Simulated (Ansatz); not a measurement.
A trial structure of AlH6 was built thus: random cell by space group and Wyckoff sites (P4mm, No. 99). Its size is a rough estimate.

```
CELL_PARAMETERS angstrom
3.61919 0.00000 0.00000
0.00000 3.61919 0.00000
0.00000 0.00000 4.34896
ATOMIC_POSITIONS crystal
Al 0.50000 0.50000 0.93043
H 0.31739 0.00000 0.08658
H 0.68261 0.00000 0.08658
H 0.00000 0.31739 0.08658
H 0.00000 0.68261 0.08658
H 0.50000 0.00000 0.48223
H 0.00000 0.50000 0.48223
```

Method: Ansatz, DFT PBE, scalar-relativistic, plane waves, PAW. Cutoff 420 eV, Gaussian smearing, Γ-centred meshes. Cell and atoms relax first on a coarse mesh and then on a finer one. In between, the cell is made exact in the group found at 0.06 Å. In metals the finer mesh still leaves noise of several meV/atom or more. The steps can't lower the symmetry of their start. No spin polarisation.

A guess keeps its type if space group and coordination stay and the shape of the cell changes little (axis ratios within about 15 %, angles within 6°); the volume may change.

Task: Will the relaxed cell still be of the starting type?

Result: It doesn't keep its type. The symmetry stays P4mm (No. 99). The volume per atom grows by 87.4 %, from 8.1 to 15.2 Å³. The shortest distance goes from 1.32 Å (H–H) to 0.75 Å (H–H). The end holds H–H pairs as short as in free H₂ molecules (shortest 0.75 Å). The ratio c/a of the conventional cell changes by a factor of 2.00. Counting neighbours within 15 % of an atom's shortest distance, the start has Al 8, H 1/2 and the end Al 4, H 1/2. In detail, at the end Al has 4 H at 1.78 Å; H on a site of symmetry m is surrounded by 1 H at 0.75 Å; H on a site of symmetry 2mm is surrounded by 2 Al at 1.78 Å.

Space group P4mm (No. 99). a = 3.540 Å, b = 3.540 Å, c = 8.515 Å, α = 90.00°, β = 90.00°, γ = 90.00°
```tsv
atom	site	symmetry	x	y	z
Al	1b	4mm	0.5000	0.5000	0.6046
H	4e	.m.	0.3948	0.0000	0.1172
H	2c	2mm.	0.5000	0.0000	0.5840
```

Energies over the elements count from the elements' standard structures at the same level (H₂ as a molecule), with no fitted energy shifts.

Task: At what energy does it end?

Result: +0.25 eV/atom. It can't be a ground state, since the elements alone are lower.

The last run used a 10×10×6 mesh (in the run's order of axes) for its 7-atom cell and Gaussian smearing of 0.10 eV. No dispersion correction is applied, so the spacing and binding between layers, chains or molecules are poorly described. The cell is a metal run without spin; a magnetic state may lie lower. With hydrogen, zero-point motion can shift formation energies by some tens of meV/atom. Symmetry constrained the relaxation, so the result can be a saddle point.

In counts of neighbours, a slash parts the counts of unlike sites.
